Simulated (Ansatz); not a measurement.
**SnO, before and after**

The cell of SnO is invented: close-packed anion layers stacked AB, with sites between them filled layer by layer (P6_3/mmc, No. 194) (elements of the layers in order: O O). The dimensions are guesses.

POSCAR.start

```
Sn O
1.0
     3.49338    0.00000    0.00000
    -1.74669    3.02535    0.00000
     0.00000    0.00000    5.75565
Sn O
2 2
Cartesian
  0.0000 0.0000 0.0000
  0.0000 0.0000 2.8778
  0.0000 2.0169 4.3167
  1.7467 1.0085 1.4389
```

The calculation used Ansatz 0.2.0, DFT PBE, scalar-relativistic, plane waves, PAW. Cutoff 420 eV, Gaussian smearing, Γ-centred meshes. Cell and atoms relax first on a coarse mesh and then on a finer one. In between, the cell is made exact in the group found at 0.06 Å. In metals the finer mesh still leaves noise of several meV/atom or more. The steps can't lower the symmetry of their start. No spin polarisation.

POSCAR.end

```
Sn O
1.0
     3.46895    0.00000    0.00000
    -1.73448    3.00420    0.00000
     0.00000    0.00000    6.43799
Sn O
2 2
Direct
  0.00000 0.00000 0.00000
  0.00000 0.00000 0.50000
  0.33333 0.66667 0.75000
  0.66667 0.33333 0.25000
```

The symmetry stays P6_3/mmc (No. 194). The end has the nickel arsenide type. The volume per atom grows by 10.3 %, from 15.2 to 16.8 Å³. The shortest distance goes from 2.48 Å (Sn–O) to 2.57 Å (Sn–O). The ratio c/a of the conventional cell changes by a factor of 1.13. The energy falls by about 0.10 eV/atom (the start's value is from the coarse mesh).

```json
{
  "Volume per atom": "16.77 Å³",
  "Density": "6.67 g/cm³",
  "Energy over the elements": "−0.73 eV/atom",
  "Gap on the 18×18×8 mesh of the 4-atom cell": "0 eV (a metal)"
}
```

The zero of energy is the elements' standard structures at the same level (O₂ as a molecule); no fitted shifts are applied. The references include grey tin.

The last run used Gaussian smearing of 0.10 eV. The zero gap may come from the functional, which often closes small gaps. A structure relaxed within its symmetry needn't be a true minimum. In all, the 3 runs took 2.2 min on 1 thread of Arm Neoverse N1, with other jobs on the host. Another cell of SnO relaxed alike, in P6_3/mmc, lies 38 meV/atom lower, so this cell isn't the stable form at this level.
